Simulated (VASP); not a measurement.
Write the native input for VASP 6.6.1 that does the following.

* Task: single point
* Functional: B3LYP
* Potentials or basis: VASP PAW PBE potentials, release 64 (Cd, O)
* Cutoff: 520 eV
* k mesh: 4 × 4 × 4
* Occupations: gaussian, width 0.02 eV
* Spin: no spin polarisation
* Grid for exact exchange (PRECFOCK): Normal
* Exchange at q = 0: truncated
* Further INCAR settings: ALGO = Normal; EDIFF = 1e-06; NBANDS = 16

Crystal: CdO (Monteponite).

```
Cd O
1.0
     0.00000    2.34765    2.34765
     2.34765    0.00000    2.34765
     2.34765    2.34765    0.00000
Cd O
1 1
Direct
  0.00000 0.00000 0.00000
  0.50000 0.50000 0.50000
```

One way to write it, as run:

POSCAR

```
CdO
1.0
    0.0000000000      2.3476500000      2.3476500000
    2.3476500000      0.0000000000      2.3476500000
    2.3476500000      2.3476500000      0.0000000000
Cd O
1 1
Direct
    0.0000000000      0.0000000000      0.0000000000
    0.5000000000      0.5000000000      0.5000000000
```

INCAR.step1

```
ALGO = Normal
EDIFF = 1E-5
ENCUT = 520
GGA = PE
ISIF = 2
ISMEAR = 0
LASPH = T
LREAL = F
LWAVE = T
NBANDS = 16
NELM = 80
PREC = Accurate
SIGMA = 0.02
```

INCAR.step2

```
AEXX = 0.2
AGGAC = 0.81
AGGAX = 0.72
ALDAC = 0.19
ALGO = Normal
EDIFF = 1E-6
ENCUT = 520
GGA = B3
HFRCUT = -1
ISIF = 2
ISMEAR = 0
ISTART = 1
LASPH = T
LCHARG = T
LELF = T
LHFCALC = T
LREAL = F
LVHAR = T
LWAVE = F
NBANDS = 16
NELM = 80
PREC = Accurate
PRECFOCK = Normal
SIGMA = 0.02
```

KPOINTS

```
k-points
0
Gamma
  4 4 4
```

Potentials or basis: VASP PAW PBE potentials, release 64 (Cd, O).

Command:

```console
$ cat potpaw_PBE.64/Cd/POTCAR potpaw_PBE.64/O/POTCAR > POTCAR
$ cp INCAR.step1 INCAR
$ mpirun -np 1 vasp_std > vasp.out
$ cp INCAR.step2 INCAR
$ mpirun -np 1 vasp_std > vasp.out
```

It gave:

The pressure is 8.1 GPa. The band gap on the k mesh is 1.37 eV, indirect (least direct gap 2.71 eV).

Caveat: the k mesh is coarse (spacing up to 0.58 Å⁻¹), so the values aren't converged, least of all with exact exchange; the PAW data sets were made with another functional, which shifts forces and pressure a little.

Wall time 2.7 min on 1 thread of AMD EPYC 9R45 96-Core Processor (Zen 5), on a shared host, peak memory 0.13 GiB.
